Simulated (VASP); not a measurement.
**VASP 6.6.1 run: BeTe**

INCAR

```
GGA = RE
ISMEAR = -1
PREC = Accurate
LWAVE = .FALSE.
LREAL = .FALSE.
ISIF = 2
NBANDS = 11
ENCUT = 200
NELM = 120
SIGMA = 0.02
NSW = 0
EDIFF = 1E-7
IBRION = -1
LCHARG = .FALSE.
LASPH = .TRUE.
```

KPOINTS

```
KPOINTS created by Atomic Simulation Environment
0
Gamma
8 8 8
0 0 0
```

POSCAR

```
Be Te
 1.0000000000000000
     0.0000000000000000    2.8286236254544539    2.8286236254544539
     2.8286236254544539    0.0000000000000000    2.8286236254544539
     2.8286236254544539    2.8286236254544539    0.0000000000000000
 Be  Te
   1   1
Cartesian
  0.0000000000000000  0.0000000000000000 -0.0000000000000000
  1.4143118127272269  1.4143118127272269  1.4143118127272269
```

The recommended PBE PAW datasets give the neutral cell 8 valence electrons.

Command

```
mpirun -np 1 vasp_std
```

Task: Predict the outcome of this run.

Result: It converged. Results: gap between bands v and c on the k mesh 2.07 eV; least direct gap on the k mesh 3.65 eV; pressure 1.3 GPa. Band v is the last that the valence electrons fill when counted band by band, and c is the next.

OSZICAR

```
N       E                     dE             d eps       ncg     rms          rms(c)
DAV:   1     0.805470041153E+01    0.80547E+01   -0.18890E+03   646   0.271E+02
DAV:   2    -0.673067727760E+01   -0.14785E+02   -0.14383E+02   834   0.634E+01
DAV:   3    -0.719380422075E+01   -0.46313E+00   -0.46285E+00   791   0.113E+01
DAV:   4    -0.719760231654E+01   -0.37981E-02   -0.37979E-02   682   0.118E+00
DAV:   5    -0.719765661921E+01   -0.54303E-04   -0.54303E-04   792   0.123E-01    0.458E+00
DAV:   6    -0.712331002802E+01    0.74347E-01   -0.85982E-02   701   0.108E+00    0.279E+00
DAV:   7    -0.710283465700E+01    0.20475E-01   -0.92035E-02   756   0.128E+00    0.438E-01
DAV:   8    -0.710427508980E+01   -0.14404E-02   -0.64990E-03   700   0.394E-01    0.595E-02
DAV:   9    -0.710468703661E+01   -0.41195E-03   -0.45680E-04   748   0.115E-01    0.256E-02
DAV:  10    -0.710480647114E+01   -0.11943E-03   -0.16842E-04   709   0.666E-02    0.172E-02
DAV:  11    -0.710481362104E+01   -0.71499E-05   -0.66041E-06   790   0.148E-02    0.115E-02
DAV:  12    -0.710481747079E+01   -0.38498E-05   -0.10299E-05   665   0.174E-02    0.767E-03
DAV:  13    -0.710481754905E+01   -0.78263E-07   -0.90046E-08   752   0.183E-03
   1 F= -.71048175E+01 E0= -.71048175E+01  d E =-.286678E-11
```

Standard output (part)

```
POSCAR found type information on POSCAR BeTe
 POSCAR found :  2 types and       2 ions
 LDA part: xc-table for (Slater+PW92), standard interpolation
 POSCAR, INCAR and KPOINTS ok, starting setup
 WAVECAR not read
 entering main loop
```

For comparison, a separate PBE run of the intended cell, on usual settings and not on those above, gives a gap of 2.01 eV on its mesh and a pressure of 0.3 GPa.
